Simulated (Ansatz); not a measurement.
# MgS (F-43m) in Ansatz: a series of runs

One crystal, MgS, is run at these levels: PBEsol; tasks: relaxation of cell and atoms.

All numbers are computed with Ansatz 0.2.0; they aren't measurements. Logs are shortened: lines on timing, memory, paths and dates and some standing lists are left out, and cuts for length are marked.

### Step 1. Starting point

The structure is cubic, space group F-43m (No. 216). Conventional cell: a = 5.666 Å, b = 5.666 Å, c = 5.666 Å, α = 90.00°, β = 90.00°, γ = 90.00°. S (site symmetry -43m) has 4 Mg at 2.45 Å as nearest neighbours. Mg (site symmetry -43m) is surrounded by 4 S at 2.45 Å.

The cell comes from a database or a generator and needn't be the stable form of this composition.

### Step 2. Relaxation of cell and atoms, PBEsol

input.yaml

```yaml
crystal:
  lattice:
    - [0.0, 2.8331200468, 2.8331200468]
    - [2.8331200468, 0.0, 2.8331200468]
    - [2.8331200468, 2.8331200468, 0.0]
  atoms:
    - { symbol: S, position: [0.25, 0.25, 0.25] }
    - { symbol: Mg, position: [0.0, 0.0, 0.0] }
hamiltonian:
  xc: pbesol
  pseudopotentials: { kind: paw }
kpoints:
  mp_grid: { grid: [8, 8, 8] }
scf:
  occupations: { method: fermi_dirac, width: 0.05 }
output:
  forces: true
  stress: true
  eigenvalues: true
relax:
  f_tol: 0.01
  max_steps: 40
  cell: { stress_tol: 0.05 }
```

Potentials or basis: Ansatz PAW.

The run is started by

```sh
$ ansatz run input.yaml --threads 2 --pin off --max-ram 5632MiB --backend cpu --events-out ev --progress --plain --runs-dir out
```

The log of the run:

```text
Warning: RAYON_NUM_THREADS=2 ignored (pool sized by the plan → 2); use --threads N
Engine: ansatz 0.2.0, aarch64-unknown-linux-gnu
Pseudopotentials: kind: paw
Pseudopotential: S, paw, valence charge 6, recommended cutoff 420 eV (normal), S.paw.azcp
Pseudopotential: Mg, paw, valence charge 10, recommended cutoff 420 eV (normal), Mg.paw.azcp
Functional definition: PBEsol
  exchange = pbesol_x
  correlation = pbesol_c
Crystal: 2 atoms, lattice volume = 45.480 Å³
Basis set: ecut = 420 eV, 893 PW (Γ), exchange–correlation on 54×54×54 points (8 copies of the dense FFT grid, shifted against one another)
Bands: 12, of which v1, the nominal top of the filled ones, is band 8 counted from 1 (7 counted from 0)
Symmetry: 24 space group operations
Space group: F-43m (ITA 216), of the structure as read, at distance tolerance 3.6e-5 Å
k-points: 29 of 512 (time reversal used)
Non-local potential: S, projectors of the file, l = 0: 2, l = 1: 2, l = 2: 2
Non-local potential: Mg, projectors of the file, l = 0: 3, l = 1: 2, l = 2: 1
PAW form: soft (Blöchl's): semilocal exchange-correlation on the pseudo side does not see the compensation charge
PAW frozen core: S, regenerated for the run's functional, and the local potential with it (the file was generated under x = pbe(κ = 0.804, μ = 0.2195149727645171), c = pbe(β = 0.06672455060314922))
PAW frozen core: Mg, regenerated for the run's functional, and the local potential with it (the file was generated under x = pbe(κ = 0.804, μ = 0.2195149727645171), c = pbe(β = 0.06672455060314922))
PAW one-centre angular grid: S, 110 points (default); XC on 64 Gauss nodes
PAW one-centre angular grid: Mg, 110 points (default); XC on 64 Gauss nodes
Initial density: superposition of atomic densities (neutral atoms: chi_scale 0, normalization atom), corrected by the library's trained network
Initial wavefunctions: pseudopotential atomic-orbital guess
Functional: x = pbesol(κ = 0.804, μ = 0.12345679012345678), c = pbesol(β = 0.046)
SCF iter   1: F=—  HF=-2799.764811 eV  |F-HF|=—  |Δ(HF+E_count)|=         —  Δρ=3.16e-3  dr2=7.45e-3  ethr=1.77e-3  ⟨swp⟩=6.5  Hψ=2147  notcnv=0
preconditioner: auto → none  [insulator: Δε(μ)=3.238 eV  Ē_g=10.988 eV  σ=0.050 eV  W_gap=1.00  n_scr=14 (ndim 8)  ℏωp=15.6 eV  f_vac=0.016  D(μ)=0.00/eV (n_scr^D=0)  ε∞_Penn≈3.0]
SCF iter   2: F=—  HF=-2799.761503 eV  |F-HF|=—  |Δ(HF+E_count)|=   3.31e-3  Δρ=9.26e-4  dr2=2.40e-4  ethr=4.66e-5  ⟨swp⟩=2.2  Hψ=718  notcnv=0
SCF iter   3: F=—  HF=-2799.761498 eV  |F-HF|=—  |Δ(HF+E_count)|=   4.30e-6  Δρ=3.25e-4  dr2=3.37e-5  ethr=1.50e-6  ⟨swp⟩=2.1  Hψ=452  notcnv=0
SCF iter   4: F=—  HF=-2799.761518 eV  |F-HF|=—  |Δ(HF+E_count)|=   1.94e-5  Δρ=5.81e-5  dr2=8.48e-7  ethr=2.11e-7  ⟨swp⟩=2.0  Hψ=428  notcnv=0
iter 5 did not close the SCF: its close was put off for the readings that it lacked (scf_convergence_deferred on its scf_iter line)
SCF iter   5: F=-2799.761519 eV  HF=-2799.761519 eV  |F-HF|=8.26e-9  |Δ(HF+E_count)|=   8.56e-7  Δρ=5.10e-6  dr2=8.28e-9  ethr=5.30e-9  ⟨swp⟩=2.1  Hψ=433  notcnv=0
SCF iter   6: F=-2799.761519 eV  HF=-2799.761519 eV  |F-HF|=1.70e-10  |Δ(HF+E_count)|=   1.14e-8  Δρ=1.16e-6  dr2=6.77e-10  ethr=5.17e-11  ⟨swp⟩=2.0  Hψ=1157  notcnv=0
SCF 1 converged in 6 iterations: F = -2799.761519 eV  dr2 = 6.77e-10
relax step   1: F+E_penalty+E_count = -2799.76151855 eV  Δ(F+E_penalty+E_count) = +0.000e0 eV  max|allowed force component| = 1.156e-16 eV/Å  Δτ_max = 0.0000 Å  P = -0.434 GPa  Ω = 45.480 Å³  (6 SCF iters, dr2 threshold 1.00e-7 eV, accepted)
Crystal: 2 atoms, lattice volume = 45.244 Å³
Initial density: handed on by an earlier stage of this run
Initial wavefunctions: those handed on with the density
iter 1 solved again at ethr=1.67e-7 eV; its pass at ethr=3.10e-3 eV (dr2=2.68e-5 eV) is discarded
SCF iter   1: F=—  HF=-2799.761952 eV  |F-HF|=—  |Δ(HF+E_count)|=         —  Δρ=1.79e-4  dr2=2.66e-5  ethr=1.67e-7  ⟨swp⟩=2.0  Hψ=2456  notcnv=0
preconditioner: auto → none  [insulator: Δε(μ)=3.308 eV  Ē_g=11.051 eV  σ=0.050 eV  W_gap=1.00  n_scr=14 (ndim 8)  ℏωp=15.6 eV  f_vac=0.015  D(μ)=0.00/eV (n_scr^D=0)  ε∞_Penn≈3.0]
SCF iter   2: F=—  HF=-2799.761948 eV  |F-HF|=—  |Δ(HF+E_count)|=   3.58e-6  Δρ=7.08e-5  dr2=3.26e-6  ethr=1.66e-7  ⟨swp⟩=3.0  Hψ=551  notcnv=0
SCF iter   3: F=—  HF=-2799.761948 eV  |F-HF|=—  |Δ(HF+E_count)|=   2.96e-7  Δρ=2.16e-5  dr2=2.77e-7  ethr=2.04e-8  ⟨swp⟩=2.2  Hψ=489  notcnv=0
SCF iter   4: F=-2799.761948 eV  HF=-2799.761948 eV  |F-HF|=4.62e-9  |Δ(HF+E_count)|=   4.75e-9  Δρ=5.38e-6  dr2=9.29e-9  ethr=1.25e-9  ⟨swp⟩=5.1  Hψ=1477  notcnv=0
SCF 2 converged in 4 iterations: F = -2799.761948 eV  dr2 = 9.29e-9
relax step   2: F+E_penalty+E_count = -2799.76194820 eV  Δ(F+E_penalty+E_count) = -4.296e-4 eV  max|allowed force component| = 4.279e-17 eV/Å  Δτ_max = 0.0000 Å  P = -0.139 GPa  Ω = 45.244 Å³  energy of the carried Pulay correction = +5.653e-6 eV  (4 SCF iters, dr2 threshold 2.00e-7 eV, accepted)
Crystal: 2 atoms, lattice volume = 45.133 Å³
iter 1 solved again at ethr=3.74e-8 eV; its pass at ethr=3.10e-3 eV (dr2=5.98e-6 eV) is discarded
SCF iter   1: F=—  HF=-2799.761996 eV  |F-HF|=—  |Δ(HF+E_count)|=         —  Δρ=8.43e-5  dr2=5.96e-6  ethr=3.74e-8  ⟨swp⟩=2.0  Hψ=2457  notcnv=0
preconditioner: auto → none  [insulator: Δε(μ)=3.320 eV  Ē_g=11.063 eV  σ=0.050 eV  W_gap=1.00  n_scr=14 (ndim 8)  ℏωp=15.6 eV  f_vac=0.015  D(μ)=0.00/eV (n_scr^D=0)  ε∞_Penn≈3.0]
SCF iter   2: F=—  HF=-2799.761999 eV  |F-HF|=—  |Δ(HF+E_count)|=   2.79e-6  Δρ=3.47e-5  dr2=7.61e-7  ethr=3.72e-8  ⟨swp⟩=2.9  Hψ=555  notcnv=0
SCF iter   3: F=—  HF=-2799.761999 eV  |F-HF|=—  |Δ(HF+E_count)|=   2.18e-8  Δρ=1.02e-5  dr2=6.20e-8  ethr=4.76e-9  ⟨swp⟩=2.3  Hψ=460  notcnv=0
SCF iter   4: F=-2799.761999 eV  HF=-2799.761999 eV  |F-HF|=9.04e-10  |Δ(HF+E_count)|=   4.33e-9  Δρ=2.55e-6  dr2=2.23e-9  ethr=3.03e-10  ⟨swp⟩=4.1  Hψ=1046  notcnv=0
SCF 3 converged in 4 iterations: F = -2799.761999 eV  dr2 = 2.23e-9
relax step   3: F+E_penalty+E_count = -2799.76199867 eV  Δ(F+E_penalty+E_count) = -5.047e-5 eV  max|allowed force component| = 9.425e-17 eV/Å  Δτ_max = 0.0000 Å  P = +0.002 GPa  Ω = 45.133 Å³  energy of the carried Pulay correction = +8.315e-6 eV  (4 SCF iters, dr2 threshold 4.85e-8 eV, accepted)
Initial wavefunctions: pseudopotential atomic-orbital guess (no wavefunctions were taken with the density)
iter 1 solved again at ethr=5.40e-6 eV; its pass at ethr=3.10e-3 eV (dr2=8.64e-4 eV) is discarded
SCF iter   1: F=—  HF=-2799.761985 eV  |F-HF|=—  |Δ(HF+E_count)|=         —  Δρ=7.80e-6  dr2=1.32e-8  ethr=5.40e-6  ⟨swp⟩=2.3  Hψ=2864  notcnv=0
eigensolver tolerance schedule: the retry pair's looser diagonalisation over-reported the residual by 65677.08 of it (diagonalisation noise at an unbounded share of the residual, at the tolerance the schedule requests for it); recorded, not acted on — ethr = c·dr2/N_el stays at c = 1.0e-1
preconditioner: auto → none  [insulator: Δε(μ)=3.320 eV  Ē_g=11.062 eV  σ=0.050 eV  W_gap=1.00  n_scr=14 (ndim 8)  ℏωp=15.6 eV  f_vac=0.015  D(μ)=0.00/eV (n_scr^D=0)  ε∞_Penn≈3.0]
SCF iter   2: F=—  HF=-2799.761992 eV  |F-HF|=—  |Δ(HF+E_count)|=   6.19e-6  Δρ=2.99e-6  dr2=2.12e-9  ethr=8.22e-11  ⟨swp⟩=4.1  Hψ=828  notcnv=0
SCF iter   3: F=—  HF=-2799.761992 eV  |F-HF|=—  |Δ(HF+E_count)|=  6.37e-12  Δρ=1.68e-6  dr2=4.27e-10  ethr=1.32e-11  ⟨swp⟩=2.4  Hψ=441  notcnv=0
SCF iter   4: F=—  HF=-2799.761992 eV  |F-HF|=—  |Δ(HF+E_count)|=  3.81e-10  Δρ=3.92e-7  dr2=4.52e-11  ethr=2.67e-12  ⟨swp⟩=2.7  Hψ=526  notcnv=0
SCF iter   5: F=-2799.761992 eV  HF=-2799.761992 eV  |F-HF|=4.55e-13  |Δ(HF+E_count)|=  1.68e-11  Δρ=6.03e-8  dr2=1.33e-12  ethr=1.00e-12  ⟨swp⟩=6.0  Hψ=1405  notcnv=0
SCF 4 converged in 5 iterations: F = -2799.761992 eV  dr2 = 1.33e-12
relax step   4: F+E_penalty+E_count = -2799.76199166 eV  Δ(F+E_penalty+E_count) = +7.006e-6 eV  max|allowed force component| = 1.076e-16 eV/Å  Δτ_max = 0.0000 Å  P = +0.001 GPa  Ω = 45.133 Å³  stress off target by 1.42e-3 GPa  SCF on the basis re-selected at this cell (its energy is not comparable with the rows above)  (5 SCF iters)
basis re-selected at this cell: Δ(F+E_penalty+E_count) = +7.006e-6 eV, ΔP = -0.000 GPa vs the last step (what re-selecting the basis moved, of the pressure what is left beyond the Pulay correction that the steps carried, after the strain that the cell walked since its last selection, with what the two solves' SCF thresholds leave and, on support functions, any second-order correction that the steps lacked; it is no measure of the basis error at this ecutwfc). This SCF's stress stands 1.42e-3 GPa from its target on what of the cell is left free (relax.cell.stress_tol is 5.00e-2 GPa) and its largest allowed force component is 1.08e-16 eV/Å (relax.f_tol is 1.00e-2 eV/Å): within both
SCF converged after 5 iterations
Free energy (F): -2799.761992 eV
Harris-Foulkes:  -2799.761992 eV  (|F-HF|=4.55e-13)
Internal energy: -2799.761992 eV  (E = F + TS)
E sigma→0 (E₀):  -2799.761992 eV
Fermi energy:    4.837146 eV
--- Per-component energies (eV) ---
  E_band       = -368.463427
  E_kinetic    = 183.769291
  E_local      = -1880.940170  (includes V_loc(G=0)·N_el)
  E_nonlocal   = 124.447992
  E_hartree    = 680.691075
  E_xc         = -125.555897
  E_vxc        = -125.557096  (∫ρ·V_xc dr)
  E_paw        = -865.373657  (= ΣΔE_a)
  E_vpaw       = -31.565597  (= ΣTr[D̂ρ^β])
  E_aug_tail   = -0.000003  (compensation charges beyond the density's cutoff)
  E_ewald      = -916.921433
  E_core_change = 0.120812  (= ΣΔE_core)
  E_smearing   = -0.000000  (= −TS)
  E_closure    = -0.000000  (closes the sum)
  Σ components = -2799.761992   (vs F -2799.761992, Δ=0.00e0)
--- Forces (eV/Å), atoms counted from 1 ---
  atom   1  S      0.00000000     0.00000000     0.00000000
  atom   2  Mg     0.00000000    -0.00000000    -0.00000000
  max |Σ_I F_I| component: 1.36e-16 eV/Å
--- Stress (GPa, compression-positive) ---
        0.001421      -0.000000      -0.000000
       -0.000000       0.001421       0.000000
       -0.000000       0.000000       0.001421
  P = ⅓ Tr σ = 0.0014 GPa (0.014 kbar)
--- Band table (eV; the first three rows and the last of 29) ---
  k-point 0: bands = ["-70.2736", "-37.2171", "-37.2171", "-37.2171", "-8.1765", "3.1107", "3.1107", "3.1107", "6.4304", "10.9645", "10.9645", "10.9645"]
  k-point 1: bands = ["-70.2736", "-37.2175", "-37.2171", "-37.2171", "-8.0863", "2.4074", "3.0567", "3.0567", "7.1066", "10.7735", "11.1429", "11.1429"]
  k-point 2: bands = ["-70.2736", "-37.2184", "-37.2173", "-37.2173", "-7.8525", "1.2125", "2.9348", "2.9348", "7.9680", "10.7989", "11.1725", "11.1725"]
  k-point 28: bands = ["-70.2735", "-37.2192", "-37.2186", "-37.2181", "-7.2344", "0.7806", "1.2295", "1.7478", "8.4929", "10.9984", "11.1582", "11.5370"]
--- Relaxed structure (3 steps of the walk, 3 accepted, 1 SCFs on fresh bases) ---
  F+E_penalty+E_count = -2799.76199166 eV   max|allowed force component| = 1.076e-16 eV/Å   (the final SCF, on the basis selected at the relaxed cell)
  cell:  # Å, volume = 45.1333 Å³
    - [4.1654666368921446e-33, 2.825892079921504, 2.825892079921504]
    - [2.825892079921504, 7.617581189178908e-33, 2.825892079921504]
    - [2.825892079921504, 2.825892079921504, 4.649526980017226e-33]
  atoms:
    - { symbol: S, position: [0.24999999999999997, 0.24999999999999997, 0.24999999999999997] }
    - { symbol: Mg, position: [-8.072519946844643e-35, 6.018984170892934e-34, 4.744375758233255e-34] }
```

It took 3.4 s on 2 threads of Arm Neoverse V2, shared host; peak memory 0.3 GiB.

What came out:

| Item | Value |
| --- | --- |
| Free energy | -2799.7620 eV |
| Relaxed volume | 22.57 Å³/atom |
| Relaxed cell | a = 3.996 Å, b = 3.996 Å, c = 3.996 Å, α = 60.00°, β = 60.00°, γ = 60.00° |
| Space group after relaxing (to 0.05 Å) | F-43m (No. 216) |
| Energy gained by relaxing | 0.2 meV/atom |
| Ionic steps | 4 |
| Pressure after relaxing | 0.0 GPa |
| Band gap on the k mesh | 3.32 eV, direct |

The path:
```tsv
step	energy change (eV)	largest force (eV/Å)	volume (Å³)
1	0.0000	0.0000	45.48
2	-0.0004	0.0000	45.24
3	-0.0005	0.0000	45.13
4	-0.0005	0.0000	45.13
```

Final structure:
```yaml
crystal:
  lattice:
    - [0.00000, 2.82589, 2.82589]
    - [2.82589, 0.00000, 2.82589]
    - [2.82589, 2.82589, 0.00000]
  atoms:
    - { symbol: S, position: [0.25000, 0.25000, 0.25000] }
    - { symbol: Mg, position: [0.00000, 0.00000, 0.00000] }
```

Caveat: the plane-wave basis is chosen anew once the cell has moved, so the energies of steps on either side of that aren't comparable; the PAW data sets come from PBE, with cores solved anew for the run's functional, which leaves a small shift of forces and pressure. A k mesh can miss the band edges.

### Step 3. Relaxation of cell and atoms, PBEsol, target pressure 2 GPa, at which the enthalpy is minimised

Changes to input.yaml since step 2:

```diff
@@ -19,2 +19,6 @@
   eigenvalues: true
+  write_density: true
+  write_potential: true
+  elf: true
+  volumetric_format: npy
 relax:
@@ -22,2 +26,2 @@
   max_steps: 40
-  cell: { stress_tol: 0.05 }
+  cell: { stress_tol: 0.05, p_target: 2.0 }
```

Potentials or basis: Ansatz PAW.

The run is started by

```sh
$ ansatz run input.yaml --threads 2 --pin off --max-ram 5632MiB --backend cpu --events-out ev --progress --plain --runs-dir out
```

Run time: 3.7 s. Hardware: 2 threads of Arm Neoverse V2, shared host; peak memory 0.3 GiB.

The run converged. Its results:

* Free energy: -2799.7529 eV
* Relaxed volume: 21.83 Å³/atom
* Relaxed cell: a = 3.953 Å, b = 3.953 Å, c = 3.953 Å, α = 60.00°, β = 60.00°, γ = 60.00°
* Space group after relaxing (to 0.05 Å): F-43m (No. 216)
* Energy change on relaxing (the enthalpy is what falls): +4.3 meV/atom
* Ionic steps: 4
* Pressure after relaxing: 2.0 GPa
* Band gap on the k mesh: 3.48 eV, direct

Step by step:
```csv
step,energy change (eV),largest force (eV/Å),volume (Å³)
1,0.0000,0.0000,45.48
2,0.0034,0.0000,44.17
3,0.0086,0.0000,43.67
4,0.0086,0.0000,43.67
```

Final structure:
```
S Mg
1.0
     0.00000    2.79491    2.79491
     2.79491    0.00000    2.79491
     2.79491    2.79491    0.00000
S Mg
1 1
Direct
  0.25000 0.25000 0.25000
  0.00000 0.00000 0.00000
```

Levels at points of the mesh, in eV from the valence-band top:
```
             k point  band 6  band 7  band 8  band 9  band 10  band 11
  (0.00, 0.00, 0.00)    0.00    0.00    0.00    3.48     7.93     7.93
 (0.00, 0.00, -0.50)   -3.31   -0.34   -0.34    5.12     7.57     7.57
(0.00, -0.50, -0.50)   -2.96   -1.09   -1.09    3.67     5.57    11.39
```

Caveat: the plane-wave basis is chosen anew once the cell has moved, so the energies of steps on either side of that aren't comparable; the PAW data sets come from PBE, with cores solved anew for the run's functional, which leaves a small shift of forces and pressure.
